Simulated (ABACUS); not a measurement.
Ge:

```xyz
2
Lattice="-2.5745 2.5745 1.3974 2.5745 -2.5745 1.3974 2.5745 2.5745 -1.3974" Properties=species:S:1:pos:R:3 pbc="T T T"
Ge    0.0000    0.0000    1.3974
Ge    2.5745    0.0000    0.6987
```

This isn't the form of Ge at room conditions, which is diamond.

Base run:

```yaml
Program: ABACUS 3.10.1
Functional: AM05
Potentials_or_basis: PseudoDojo NC SR 0.4.1 PBEsol standard
Cutoff: 1075 eV
Density_cutoff: 4299 eV
Basis: plane waves
k_mesh: 9 × 9 × 9
Occupations: fermi-dirac, width 0.05 eV
Spin: no spin polarisation
```

Its results: band gap on the k mesh none (metal or under the smearing width); pressure -1.4 GPa.

Q: The run is repeated on the same cell with these changes: functional from AM05 to PW91; potentials or basis from PseudoDojo NC SR 0.4.1 PBEsol standard to Ansatz NC PBE. What comes out?

A: Band gap on the k mesh none (metal or under the smearing width); pressure 3.3 GPa.

Caveats: the potentials were made for another functional, which shifts forces and pressure.
